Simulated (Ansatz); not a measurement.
# What strain does to CaO (h-MgO type)

CaO, h-MgO type, relaxed with r2SCAN in the plane-wave code Ansatz. It is hexagonal, P6_3/mmc (No. 194); conventional cell a = 3.981 Å, c = 4.770 Å, 16.37 Å³ an atom. Around Ca lie 5 O at 2.30–2.39 Å; around O lie 5 Ca at 2.30–2.39 Å.

The axes x, y and z are those of this cell:
```yaml
crystal:
  lattice:
    - [3.98103, 0.00000, 0.00000]
    - [-1.99051, 3.44767, 0.00000]
    - [0.00000, 0.00000, 4.77012]
  atoms:
    - { symbol: Ca, position: [0.33333, 0.66667, 0.25000] }
    - { symbol: Ca, position: [0.66667, 0.33333, 0.75000] }
    - { symbol: O, position: [0.66667, 0.33333, 0.25000] }
    - { symbol: O, position: [0.33333, 0.66667, 0.75000] }
```

Unstrained: PBE gives a direct gap of 3.205 eV at Γ. r2SCAN gives a direct gap of 3.632 eV at Γ. HSE06 gives a direct gap of 4.578 eV at Γ. Meshes: PBE 12×12×6, r2SCAN 12×12×6, HSE06 6×6×4. Strains are changes of length per length, and xy shears are angles. After each strain the atoms were relaxed again with r2SCAN within the symmetry that the strain leaves, so tilts or polar shifts that break it weren't tested; points keep the names that they have in the unstrained zone. (Calculated; spin-unpolarised; the phase may be known or hypothetical.)

Changes of the least gap in eV (an overlap counts as a negative gap):

| strain | volume change (%) | space group | PBE | r2SCAN | HSE06 | energy rise, r2SCAN (meV/atom) |
| --- | --- | --- | --- | --- | --- | --- |
| xy shear, engineering strain (angle) +3.66 % | 0.0 | P2_1/m | -0.001 | 0.000 | -0.001 | 1.0 |
| isotropic -5.46 % on every length | -15.5 | P6_3/mmc | +0.591 | +0.600 | +0.669 | 154.8 |

Xy shear, engineering strain (angle) +3.66 %. HSE06: the gap goes from 4.578 to 4.577 eV (-0.001 eV). Stress change with r2SCAN, compression positive: xx -0.11, yy +0.02, zz -0.05, xy -0.52 GPa.

Isotropic -5.46 % on every length. HSE06: the gap goes from 4.578 to 5.247 eV (+0.669 eV). Stress change with r2SCAN, compression positive: xx +21.58, yy +21.58, zz +24.78 GPa. For HSE06, dE_g/d ln V = -4.0 eV over this step.

The meshes of the hybrids are coarse, so their gaps aren't converged to the digits shown.
